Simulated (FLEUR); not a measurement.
Ge: equation of state with PBE

Ge:

```
Ge
1.0
     0.00000    2.82891    2.82891
     2.82891    0.00000    2.82891
     2.82891    2.82891    0.00000
Ge
2
Direct
  0.75000 0.75000 0.75000
  0.50000 0.50000 0.50000
```

```
Program             : FLEUR MaX-R8.1 (later development tree)
Task                : equation of state
Functional          : PBE
Potentials or basis : all-electron
Basis               : FLAPW
Kmax                : 4 1/bohr
k mesh              : 8 × 8 × 8
Occupations         : fermi-dirac, width 0.05 eV
Spin                : no spin polarisation
```

The equilibrium volume is 23.86 Å³/atom (rough: see the caveat) and the bulk modulus is 65 GPa (rough).

Energy against volume, from the lowest point:
```tsv
volume (Å³/atom)	energy (meV/atom)
21.281	66.11
21.733	44.08
22.639	13.20
23.545	1.27
23.997	0.00
```

Caveat: the fit is doubtful: noisy points or a state that changes with volume; small basis for a fit; the plane-wave cutoff is short for the semicore states, which can make moduli rough.
